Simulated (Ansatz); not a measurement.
# SnSe (Fm-3m) in Ansatz: a series of runs

Aim: see how the results for SnSe move with the level of theory and the settings. Levels: revPBE+D3(BJ), PBE, BLYP, PBEsol+D3(BJ), PBE+D3(BJ). Tasks: relaxation of cell and atoms, single point.

Everything below comes from runs of Ansatz 0.2.0. Logs are shortened: lines on timing, memory, paths and dates and some standing lists are left out, and cuts for length are marked.

## (1) Starting point

Symmetry: Fm-3m, No. 225, cubic system. Conventional cell: a = 6.020 Å, b = 6.020 Å, c = 6.020 Å, α = 90.00°, β = 90.00°, γ = 90.00°. Sn (site symmetry m-3m) is surrounded by 6 Se at 3.01 Å. Se (site symmetry m-3m) is surrounded by 6 Sn at 3.01 Å.

Measurements of this composition are mostly on another form, of space group No. 62.

## (2) Relaxation of cell and atoms, revPBE+D3(BJ)

input.yaml

```yaml
crystal:
  lattice:
    - [0.0, 3.01, 3.01]
    - [3.01, 0.0, 3.01]
    - [3.01, 3.01, 0.0]
  atoms:
    - { symbol: Sn, position: [0.0, 0.0, 0.0] }
    - { symbol: Se, position: [0.5, 0.5, 0.5] }
kpoints:
  mp_grid: { grid: [8, 8, 8] }
scf:
  occupations: { method: fermi_dirac, width: 0.05 }
hamiltonian:
  xc: revpbe
  dispersion: d3bj
  pseudopotentials: { kind: all_electron, lapw: { basis_error: 0.001 } }
output:
  forces: true
  stress: true
relax:
  f_tol: 0.02
  max_steps: 60
  cell: {}
```

Potentials or basis: all-electron LAPW, scalar-relativistic.

On the command line:

```
ansatz run input.yaml --threads 1 --pin off --max-ram 3072MiB --backend cpu --events-out ev --progress --plain --runs-dir out
```

The log of the run:

```text
Warning: RAYON_NUM_THREADS=1 ignored (pool sized by the plan → 1); use --threads N
The last accepted step is kept in <dir> (removed where the run ends without a failure and the disk answers)
LAPW: plane waves up to 7.360 Å⁻¹, error target 1.0e-3 eV per atom; small_component_spin mean_spin; Se in spheres of 1.393 Å, 24 of its electrons in bands, Dirac shells []; Sn in spheres of 1.526 Å, 22 of its electrons in bands, Dirac shells [] (how accurate: hamiltonian.pseudopotentials.lapw.basis_error, Limitations)
Engine: ansatz 0.2.0, aarch64-unknown-linux-gnu
Pseudopotentials: kind: all_electron
Pseudopotential: Sn, LAPW, valence charge 22, lapw/all_electron/scalar/gaussian/Sn, Koelling and Harmon's equation, gaussian nucleus
Pseudopotential: Se, LAPW, valence charge 24, lapw/all_electron/scalar/gaussian/Se, Koelling and Harmon's equation, gaussian nucleus
Functional definition: revPBE
  parameter kappa = 1.245
  parameter beta = 0.06672455060314922
  exchange = pbe_x(kappa = kappa, mu = beta*pi^2/3)
  correlation = pbe_c(beta = beta)
Crystal: 2 atoms, lattice volume = 54.542 Å³
Basis set: ecut = 206.39173542091424 eV, 339 PW (Γ), exchange–correlation at level 2
Bands: 28, of which v1, the nominal top of the filled ones, is band 23 counted from 1 (22 counted from 0)
Symmetry: 48 space group operations
Space group: Fm-3m (ITA 225), of the structure as read, at distance tolerance 3.8e-5 Å
k-points: 29 of 512
Non-local potential: Sn, projectors of the file, none
Non-local potential: Se, projectors of the file, none
Initial density: superposition of atomic densities (chi_scale 0.1, normalization cell, long waves kept (reshape's long-wave potential 0.00 eV rms))
Initial wavefunctions: plane waves of lowest kinetic energy (no species holds an atomic orbital)
Functional: x = revpbe(κ = 1.245, μ = 0.2195149727645171), c = pbe(β = 0.06672455060314922)
iter 1 solved again at ethr=1.33e-3 eV; its pass at ethr=1.00e-1 eV (dr2=6.12e-1 eV) is discarded
SCF iter   1: F=—  HF=-234227.864865 eV  |F-HF|=—  |Δ(HF+E_count)|=         —  Δρ=2.20e-2  dr2=6.13e-1  ethr=1.33e-3  ⟨swp⟩=2.1  Hψ=5139  notcnv=0
preconditioner: auto → none  [insulator: Δε(μ)=0.408 eV  Ē_g=18.167 eV  σ=0.050 eV  W_gap=0.97  n_scr=14 (ndim 8)  ℏωp=22.5 eV  f_vac=0.041  D(μ)=0.01/eV (n_scr^D=0)  ε∞_Penn≈2.5]
iter 2 solved again at ethr=3.70e-5 eV; its pass at ethr=1.33e-3 eV (dr2=1.70e-2 eV) is discarded
SCF iter   2: F=—  HF=-234227.701842 eV  |F-HF|=—  |Δ(HF+E_count)|=   1.63e-1  Δρ=5.59e-3  dr2=1.71e-2  ethr=3.70e-5  ⟨swp⟩=2.0  Hψ=4226  notcnv=0
SCF iter   3: F=—  HF=-234227.683245 eV  |F-HF|=—  |Δ(HF+E_count)|=   1.86e-2  Δρ=3.31e-3  dr2=8.42e-3  ethr=3.70e-5  ⟨swp⟩=2.5  Hψ=2567  notcnv=0
SCF iter   4: F=—  HF=-234227.686094 eV  |F-HF|=—  |Δ(HF+E_count)|=   2.85e-3  Δρ=9.07e-4  dr2=5.18e-4  ethr=1.83e-5  ⟨swp⟩=2.1  Hψ=2427  notcnv=0
SCF iter   5: F=—  HF=-234227.686412 eV  |F-HF|=—  |Δ(HF+E_count)|=   3.18e-4  Δρ=1.33e-4  dr2=1.23e-5  ethr=1.13e-6  ⟨swp⟩=2.8  Hψ=2484  notcnv=0
SCF iter   6: F=—  HF=-234227.686431 eV  |F-HF|=—  |Δ(HF+E_count)|=   1.90e-5  Δρ=1.38e-5  dr2=9.93e-8  ethr=2.68e-8  ⟨swp⟩=3.0  Hψ=2546  notcnv=0
SCF iter   7: F=-234227.686430 eV  HF=-234227.686430 eV  |F-HF|=4.12e-8  |Δ(HF+E_count)|=   7.23e-7  Δρ=6.36e-6  dr2=2.08e-8  ethr=2.16e-10  ⟨swp⟩=3.0  Hψ=2542  notcnv=0
SCF 1 converged in 7 iterations: F = -234227.686430 eV  dr2 = 2.08e-8
relax step   1: F+E_penalty+E_count = -234227.68642986 eV  Δ(F+E_penalty+E_count) = +0.000e0 eV  max|allowed force component| = 2.876e-31 eV/Å  Δτ_max = 0.0000 Å  P = -1.969 GPa  Ω = 54.542 Å³  (7 SCF iters, accepted)
Crystal: 2 atoms, lattice volume = 51.605 Å³
Basis set: ecut = 214.14893790790055 eV, 339 PW (Γ), exchange–correlation at level 2
Initial density: handed on by an earlier stage of this run
Initial wavefunctions: those handed on with the density
iter 1 solved again at ethr=9.21e-6 eV; its pass at ethr=1.00e-1 eV (dr2=4.24e-3 eV) is discarded
SCF iter   1: F=—  HF=-234227.698848 eV  |F-HF|=—  |Δ(HF+E_count)|=         —  Δρ=1.89e-3  dr2=4.25e-3  ethr=9.21e-6  ⟨swp⟩=3.3  Hψ=4071  notcnv=0
preconditioner: auto → none  [insulator: Δε(μ)=0.744 eV  Ē_g=18.646 eV  σ=0.050 eV  W_gap=1.00  n_scr=14 (ndim 8)  ℏωp=23.1 eV  f_vac=0.062  D(μ)=0.00/eV (n_scr^D=0)  ε∞_Penn≈2.5]
iter 2 solved again at ethr=4.08e-7 eV; its pass at ethr=9.21e-6 eV (dr2=1.88e-4 eV) is discarded
SCF iter   2: F=—  HF=-234227.697571 eV  |F-HF|=—  |Δ(HF+E_count)|=   1.28e-3  Δρ=4.72e-4  dr2=1.88e-4  ethr=4.08e-7  ⟨swp⟩=2.0  Hψ=4040  notcnv=0
SCF iter   3: F=—  HF=-234227.697437 eV  |F-HF|=—  |Δ(HF+E_count)|=   1.33e-4  Δρ=2.42e-4  dr2=5.79e-5  ethr=4.08e-7  ⟨swp⟩=2.1  Hψ=2387  notcnv=0
SCF iter   4: F=—  HF=-234227.697450 eV  |F-HF|=—  |Δ(HF+E_count)|=   1.21e-5  Δρ=6.13e-5  dr2=3.47e-6  ethr=1.26e-7  ⟨swp⟩=2.1  Hψ=2389  notcnv=0
SCF iter   5: F=-234227.697451 eV  HF=-234227.697451 eV  |F-HF|=1.61e-7  |Δ(HF+E_count)|=   1.30e-6  Δρ=1.02e-5  dr2=8.33e-8  ethr=7.55e-9  ⟨swp⟩=2.8  Hψ=2438  notcnv=0
SCF 2 converged in 5 iterations: F = -234227.697451 eV  dr2 = 8.33e-8
relax step   2: F+E_penalty+E_count = -234227.69745097 eV  Δ(F+E_penalty+E_count) = -1.102e-2 eV  max|allowed force component| = 2.301e-31 eV/Å  Δτ_max = 0.0000 Å  P = +0.914 GPa  Ω = 51.605 Å³  (5 SCF iters, accepted)
Crystal: 2 atoms, lattice volume = 52.502 Å³
Basis set: ecut = 211.70434150083153 eV, 339 PW (Γ), exchange–correlation at level 2
iter 1 solved again at ethr=8.18e-7 eV; its pass at ethr=1.00e-1 eV (dr2=3.76e-4 eV) is discarded
SCF iter   1: F=—  HF=-234227.699925 eV  |F-HF|=—  |Δ(HF+E_count)|=         —  Δρ=5.65e-4  dr2=3.91e-4  ethr=8.18e-7  ⟨swp⟩=4.0  Hψ=4093  notcnv=0
preconditioner: auto → none  [insulator: Δε(μ)=0.709 eV  Ē_g=18.549 eV  σ=0.050 eV  W_gap=1.00  n_scr=14 (ndim 8)  ℏωp=22.9 eV  f_vac=0.062  D(μ)=0.00/eV (n_scr^D=0)  ε∞_Penn≈2.5]
iter 2 solved again at ethr=3.82e-8 eV; its pass at ethr=8.18e-7 eV (dr2=1.76e-5 eV) is discarded
SCF iter   2: F=—  HF=-234227.699807 eV  |F-HF|=—  |Δ(HF+E_count)|=   1.17e-4  Δρ=1.43e-4  dr2=1.76e-5  ethr=3.82e-8  ⟨swp⟩=2.0  Hψ=4049  notcnv=0
SCF iter   3: F=—  HF=-234227.699794 eV  |F-HF|=—  |Δ(HF+E_count)|=   1.36e-5  Δρ=7.17e-5  dr2=5.20e-6  ethr=3.82e-8  ⟨swp⟩=2.0  Hψ=2394  notcnv=0
SCF iter   4: F=—  HF=-234227.699795 eV  |F-HF|=—  |Δ(HF+E_count)|=   9.84e-7  Δρ=1.76e-5  dr2=2.89e-7  ethr=1.13e-8  ⟨swp⟩=2.1  Hψ=2397  notcnv=0
SCF iter   5: F=-234227.699795 eV  HF=-234227.699795 eV  |F-HF|=1.29e-8  |Δ(HF+E_count)|=   9.12e-8  Δρ=2.85e-6  dr2=6.56e-9  ethr=6.28e-10  ⟨swp⟩=2.7  Hψ=2434  notcnv=0
SCF 3 converged in 5 iterations: F = -234227.699795 eV  dr2 = 6.56e-9
relax step   3: F+E_penalty+E_count = -234227.69979480 eV  Δ(F+E_penalty+E_count) = -2.344e-3 eV  max|allowed force component| = 1.446e-30 eV/Å  Δτ_max = 0.0000 Å  P = -0.061 GPa  Ω = 52.502 Å³  (5 SCF iters, accepted)
Crystal: 2 atoms, lattice volume = 52.444 Å³
Basis set: ecut = 211.85836720185628 eV, 339 PW (Γ), exchange–correlation at level 2
iter 1 solved again at ethr=3.14e-9 eV; its pass at ethr=1.00e-1 eV (dr2=1.45e-6 eV) is discarded
SCF iter   1: F=—  HF=-234227.699807 eV  |F-HF|=—  |Δ(HF+E_count)|=         —  Δρ=3.53e-5  dr2=1.53e-6  ethr=3.14e-9  ⟨swp⟩=4.2  Hψ=4099  notcnv=0
preconditioner: auto → none  [insulator: Δε(μ)=0.713 eV  Ē_g=18.562 eV  σ=0.050 eV  W_gap=1.00  n_scr=14 (ndim 8)  ℏωp=22.9 eV  f_vac=0.062  D(μ)=0.00/eV (n_scr^D=0)  ε∞_Penn≈2.5]
iter 2 solved again at ethr=1.40e-10 eV; its pass at ethr=3.14e-9 eV (dr2=6.42e-8 eV) is discarded
SCF iter   2: F=—  HF=-234227.699806 eV  |F-HF|=—  |Δ(HF+E_count)|=   6.61e-7  Δρ=8.56e-6  dr2=6.44e-8  ethr=1.40e-10  ⟨swp⟩=2.0  Hψ=4046  notcnv=0
SCF iter   3: F=-234227.699806 eV  HF=-234227.699806 eV  |F-HF|=3.00e-9  |Δ(HF+E_count)|=   5.95e-8  Δρ=3.88e-6  dr2=1.52e-8  ethr=1.40e-10  ⟨swp⟩=2.0  Hψ=2391  notcnv=0
SCF 4 converged in 3 iterations: F = -234227.699806 eV  dr2 = 1.52e-8
relax step   4: F+E_penalty+E_count = -234227.69980601 eV  Δ(F+E_penalty+E_count) = -1.121e-5 eV  max|allowed force component| = 5.752e-31 eV/Å  Δτ_max = 0.0000 Å  P = -0.002 GPa  Ω = 52.444 Å³  (3 SCF iters, accepted)
iter 1 solved again at ethr=3.38e-11 eV; its pass at ethr=1.00e-1 eV (dr2=1.56e-8 eV) is discarded
SCF iter   1: F=—  HF=-234227.699807 eV  |F-HF|=—  |Δ(HF+E_count)|=         —  Δρ=3.88e-6  dr2=1.52e-8  ethr=3.38e-11  ⟨swp⟩=3.6  Hψ=4076  notcnv=0
preconditioner: auto → none  [insulator: Δε(μ)=0.713 eV  Ē_g=18.561 eV  σ=0.050 eV  W_gap=1.00  n_scr=14 (ndim 8)  ℏωp=22.9 eV  f_vac=0.062  D(μ)=0.00/eV (n_scr^D=0)  ε∞_Penn≈2.5]
SCF iter   2: F=-234227.699807 eV  HF=-234227.699807 eV  |F-HF|=9.90e-10  |Δ(HF+E_count)|=   1.43e-7  Δρ=1.64e-6  dr2=2.24e-9  ethr=3.30e-11  ⟨swp⟩=2.0  Hψ=2391  notcnv=0
SCF 5 converged in 2 iterations: F = -234227.699807 eV  dr2 = 2.24e-9
relax step   5: F+E_penalty+E_count = -234227.69980665 eV  Δ(F+E_penalty+E_count) = -6.390e-7 eV  max|allowed force component| = 4.191e-31 eV/Å  Δτ_max = 0.0000 Å  P = -0.002 GPa  Ω = 52.444 Å³  stress off target by 1.52e-3 GPa  SCF on the basis re-selected at this cell (its energy is not comparable with the rows above)  (2 SCF iters)
basis re-selected at this cell: Δ(F+E_penalty+E_count) = -6.390e-7 eV, ΔP = +0.000 GPa vs the last step (what re-selecting the basis moved, after the strain that the cell walked since its last selection, with what the two solves' SCF thresholds leave and, on support functions, any second-order correction that the steps lacked; it is no measure of the basis error at this ecutwfc). This SCF's stress stands 1.52e-3 GPa from its target on what of the cell is left free (relax.cell.stress_tol is 5.00e-2 GPa) and its largest allowed force component is 4.19e-31 eV/Å (relax.f_tol is 2.00e-2 eV/Å): within both
SCF converged after 2 iterations
Free energy (F): -234227.699807 eV
Harris-Foulkes:  -234227.699807 eV  (|F-HF|=9.90e-10)
Internal energy: -234227.699775 eV  (E = F + TS)
E sigma→0 (E₀):  -234227.699791 eV
Entropy (-TS):   -0.000032 eV (-0.016 meV/atom)
Fermi energy:    11.867943 eV
--- Per-component energies (eV) ---
  E_band       = -2294.871166
  E_kinetic    = 244493.199532
  E_xc         = -6904.110083
  E_electrostatic = -471815.393824  (all electrons and nuclei)
  E_disp       = -1.395399  (pairwise vdW)
  E_smearing   = -0.000032  (= −TS)
  E_closure    = 0.000000  (closes the sum)
  E_atoms      = -234218.770040  (free atoms, spherical and without spin; not in F)
  Σ components = -234227.699807   (vs F -234227.699807, Δ=0.00e0)
  Basis errors (estimates in eV, not in F): energy 3.9e-4 per atom: plane waves 3.7e-4 (2.1e-4 summed), levels above the bands 1.9e-50, relativity 3.6e-8, radial functions 1.7e-5, core shells 4.1e-9; eigenvalues (radial functions only) 1.4e-6; not estimated: angular momenta, meshes, grids; target (lapw.basis_error) 1.0e-3; muffin-tin radii Se 1.375 Å, Sn 1.506 Å
--- Forces (eV/Å), atoms counted from 1 ---
  atom   1  Sn     0.00000000     0.00000000    -0.00000000
  atom   2  Se     0.00000000     0.00000000     0.00000000
  max |Σ_I F_I| component: 3.94e-31 eV/Å
--- Stress (GPa, compression-positive) ---
       -0.001521      -0.000000      -0.000000
       -0.000000      -0.001521      -0.000000
       -0.000000      -0.000000      -0.001521
  P = ⅓ Tr σ = -0.0015 GPa (-0.015 kbar)
--- Relaxed structure (4 steps of the walk, 4 accepted, 1 SCFs on fresh bases) ---
  F+E_penalty+E_count = -234227.69980665 eV   max|allowed force component| = 4.191e-31 eV/Å   (the final SCF, on the basis selected at the relaxed cell)
  cell:  # Å, volume = 52.4444 Å³
    - [-6.623983642764266e-34, 2.970912332475684, 2.970912332475684]
    - [2.970912332475684, 1.98719509282928e-33, 2.970912332475684]
    - [2.970912332475684, 2.970912332475684, 1.3247967285528534e-33]
  atoms:
    - { symbol: Sn, position: [9.997559927255631e-36, -5.332031961202815e-36, -1.4663087893310382e-35] }
    - { symbol: Se, position: [0.5, 0.5, 0.5] }
```

It took 24 s on 1 thread of Arm Neoverse V1, shared host; peak memory 0.3 GiB.

Results:

* Free energy: -234227.6998 eV
* Relaxed volume: 26.22 Å³/atom
* Relaxed cell: a = 4.202 Å, b = 4.202 Å, c = 4.202 Å, α = 60.00°, β = 60.00°, γ = 60.00°
* Space group after relaxing (to 0.05 Å): Fm-3m (No. 225)
* Energy gained by relaxing: 6.7 meV/atom
* Ionic steps: 5
* Pressure after relaxing: 0.0 GPa
* Band gap on the k mesh: 0.71 eV

Step by step:
```csv
step,energy change (eV),largest force (eV/Å),volume (Å³)
1,0.0000,0.0000,54.54
2,-0.0110,0.0000,51.61
3,-0.0134,0.0000,52.50
4,-0.0134,0.0000,52.44
5,-0.0134,0.0000,52.44
```

Final structure:
```
Sn Se
1.0
     0.00000    2.97091    2.97091
     2.97091    0.00000    2.97091
     2.97091    2.97091    0.00000
Sn Se
1 1
Direct
  0.00000 0.00000 0.00000
  0.50000 0.50000 0.50000
```

Caveat: spin-orbit coupling is left out, which moves the levels of the heavy elements. A k mesh can miss the band edges.

## (3) Single point, PBE

input.yaml

```yaml
crystal:
  lattice:
    - [0.0, 3.01, 3.01]
    - [3.01, 0.0, 3.01]
    - [3.01, 3.01, 0.0]
  atoms:
    - { symbol: Sn, position: [0.0, 0.0, 0.0] }
    - { symbol: Se, position: [0.5, 0.5, 0.5] }
kpoints:
  mp_grid: { grid: [3, 3, 3] }
scf:
  occupations: { method: fermi_dirac, width: 0.04 }
hamiltonian:
  xc: pbe
  pseudopotentials: { kind: all_electron, lapw: { basis_error: 0.004 } }
output:
  forces: true
  stress: true
  eigenvalues: true
```

Potentials or basis: all-electron LAPW, scalar-relativistic.

On the command line:

```
ansatz run input.yaml --threads 1 --pin off --max-ram 3072MiB --backend cpu --events-out ev --progress --plain --runs-dir out
```

Run time: 1.3 s. Hardware: 1 thread of Intel Xeon Platinum 8375C at 2.90GHz (Ice Lake), shared host; peak memory 0.26 GiB.

It converged, with:

```
Free energy : -234216.1866 eV
Pressure    : -0.6 GPa
```

Levels at points of the mesh, in eV from the Fermi level:
```
           k point  band 19  band 20  band 21  band 22  band 23  band 24  band 25  band 26  band 27  band 28
(0.00, 0.00, 0.00)   -14.32    -5.50    -2.63    -2.63    -2.63     3.90     3.90     3.90     5.45     5.45
```

Caveat: the k mesh is coarse (spacing up to 0.60 Å⁻¹), so the values aren't converged; this odd mesh misses L, where the gap lies, so gap, dielectric constants and Born charges aren't listed.

## (4) Relaxation of cell and atoms, BLYP

input.yaml

```yaml
crystal:
  lattice:
    - [0.0, 3.01, 3.01]
    - [3.01, 0.0, 3.01]
    - [3.01, 3.01, 0.0]
  atoms:
    - { symbol: Sn, position: [0.0, 0.0, 0.0] }
    - { symbol: Se, position: [0.5, 0.5, 0.5] }
kpoints:
  mp_grid: { grid: [8, 8, 8] }
scf:
  occupations: { method: fermi_dirac, width: 0.05 }
hamiltonian:
  xc: blyp
  pseudopotentials: { kind: all_electron, lapw: { basis_error: 0.001 } }
output:
  forces: true
  stress: true
relax:
  f_tol: 0.005
  max_steps: 60
  cell: {}
```

On the command line:

```
ansatz run input.yaml --threads 1 --pin off --max-ram 3072MiB --backend cpu --events-out ev --progress --plain --runs-dir out
```

Run time: 20 s. Hardware: 1 thread of Intel Xeon Platinum 8375C at 2.90GHz (Ice Lake), shared host; peak memory 0.35 GiB.

The run converged. Its results:

```
Free energy                            : -234243.4887 eV
Relaxed volume                         : 30.05 Å³/atom
Relaxed cell                           : a = 4.397 Å, b = 4.397 Å, c = 4.397 Å, α = 60.00°, β = 60.00°, γ = 60.00°
Space group after relaxing (to 0.05 Å) : Fm-3m (No. 225)
Energy gained by relaxing              : 38.3 meV/atom
Ionic steps                            : 5
Pressure after relaxing                : 0.0 GPa
```

Step by step:
```tsv
step	energy change (eV)	largest force (eV/Å)	volume (Å³)
1	0.0000	0.0000	54.54
2	-0.0681	0.0000	62.21
3	-0.0765	0.0000	60.44
4	-0.0767	0.0000	60.09
5	-0.0767	0.0000	60.09
```

Final structure:
```
Sn Se
1.0
     0.00000    3.10886    3.10886
     3.10886    0.00000    3.10886
     3.10886    3.10886    0.00000
Sn Se
1 1
Direct
  0.00000 0.00000 0.00000
  0.50000 0.50000 0.50000
```

Caveat: the volume moved by +10 % from the deposited cell, more than functionals usually miss. Zero-point motion and thermal expansion aren't in these numbers.

## (5) Relaxation of cell and atoms, PBEsol+D3(BJ)

input.yaml: that of step 4 with these lines changed.

```diff
@@ -13,3 +13,4 @@
 hamiltonian:
-  xc: blyp
+  xc: pbesol
+  dispersion: d3bj
   pseudopotentials: { kind: all_electron, lapw: { basis_error: 0.001 } }
@@ -19,3 +20,3 @@
 relax:
-  f_tol: 0.005
+  f_tol: 0.02
   max_steps: 60
```

On the command line:

```
ansatz run input.yaml --threads 1 --pin off --max-ram 3072MiB --backend cpu --events-out ev --progress --plain --runs-dir out
```

Run time: 18 s. Hardware: 1 thread of Intel Xeon Platinum 8375C at 2.90GHz (Ice Lake), shared host; peak memory 0.35 GiB.

The run converged. Its results:

* Free energy: -234097.4119 eV
* Relaxed volume: 25.31 Å³/atom
* Relaxed cell: a = 4.152 Å, b = 4.152 Å, c = 4.152 Å, α = 60.00°, β = 60.00°, γ = 60.00°
* Space group after relaxing (to 0.05 Å): Fm-3m (No. 225)
* Energy gained by relaxing: 25.5 meV/atom
* Ionic steps: 5
* Pressure after relaxing: 0.0 GPa
* Band gap on the k mesh: 0.74 eV

Step by step:
```
step  energy change (eV)  largest force (eV/Å)  volume (Å³)
   1              0.0000                0.0000        54.54
   2             -0.0386                0.0000        48.85
   3             -0.0509                0.0000        50.84
   4             -0.0511                0.0000        50.62
   5             -0.0511                0.0000        50.62
```

Final structure:
```yaml
crystal:
  lattice:
    - [0.00000, 2.93605, 2.93605]
    - [2.93605, 0.00000, 2.93605]
    - [2.93605, 2.93605, 0.00000]
  atoms:
    - { symbol: Sn, position: [0.00000, 0.00000, 0.00000] }
    - { symbol: Se, position: [0.50000, 0.50000, 0.50000] }
```

Caveat: spin-orbit coupling is left out, which moves the levels of the heavy elements. A k mesh can miss the band edges.

## (6) Relaxation of cell and atoms, PBE+D3(BJ)

input.yaml: that of step 5 with these lines changed.

```diff
@@ -13,3 +13,3 @@
 hamiltonian:
-  xc: pbesol
+  xc: pbe
   dispersion: d3bj
```

Potentials or basis: all-electron LAPW, scalar-relativistic.

On the command line:

```
ansatz run input.yaml --threads 1 --pin off --max-ram 3072MiB --backend cpu --events-out ev --progress --plain --runs-dir out
```

Wall time 14 s (1 thread of Intel Xeon Platinum 8375C at 2.90GHz (Ice Lake), shared host); peak memory 0.35 GiB.

Results (log left out):

```
Free energy                            : -234216.6829 eV
Relaxed volume                         : 26.64 Å³/atom
Relaxed cell                           : a = 4.224 Å, b = 4.224 Å, c = 4.224 Å, α = 60.00°, β = 60.00°, γ = 60.00°
Space group after relaxing (to 0.05 Å) : Fm-3m (No. 225)
Energy gained by relaxing              : 2.5 meV/atom
Ionic steps                            : 4
Pressure after relaxing                : 0.0 GPa
Band gap on the k mesh                 : 0.69 eV
```

Step by step:
| step | energy change (eV) | largest force (eV/Å) | volume (Å³) |
| --- | --- | --- | --- |
| 1 | 0.0000 | 0.0000 | 54.54 |
| 2 | -0.0040 | 0.0000 | 52.72 |
| 3 | -0.0050 | 0.0000 | 53.28 |
| 4 | -0.0050 | 0.0000 | 53.28 |

Final structure:
```
Sn Se
1.0
     0.00000    2.98666    2.98666
     2.98666    0.00000    2.98666
     2.98666    2.98666    0.00000
Sn Se
1 1
Direct
  0.00000 0.00000 0.00000
  0.50000 0.50000 0.50000
```

Caveat: spin-orbit coupling is left out, which moves the levels of the heavy elements. A k mesh can miss the band edges.

## (7) Overview

```tsv
task	level	cell	k mesh	cutoff (eV)	smearing	basis error allowed	mesh quality	gap on the mesh (eV)	pressure (GPa)	relaxed volume (Å³/atom)
relaxation of cell and atoms	revPBE+D3(BJ)	relaxed	8 × 8 × 8	-	fermi-dirac 0.05 eV	0.001 eV/atom	not flagged	0.71	0.0	26.22
single point	PBE	as given	3 × 3 × 3	158	fermi-dirac 0.04 eV	0.004 eV/atom	coarse	-	-0.6	-
relaxation of cell and atoms	BLYP	relaxed	8 × 8 × 8	-	fermi-dirac 0.05 eV	0.001 eV/atom	not flagged	-	0.0	30.05
relaxation of cell and atoms	PBEsol+D3(BJ)	relaxed	8 × 8 × 8	-	fermi-dirac 0.05 eV	0.001 eV/atom	not flagged	0.74	0.0	25.31
relaxation of cell and atoms	PBE+D3(BJ)	relaxed	8 × 8 × 8	-	fermi-dirac 0.05 eV	0.001 eV/atom	not flagged	0.69	0.0	26.64
```

Alike in all rows: potentials or basis all-electron LAPW, scalar-relativistic; no spin polarisation.

Caveats: some runs use coarse meshes; spin-orbit coupling is left out, which moves the levels of the heavy elements (some runs); the volume moved by +10 % from the deposited cell, more than functionals usually miss (some runs).

Compare energies only between runs with the same functional and basis.
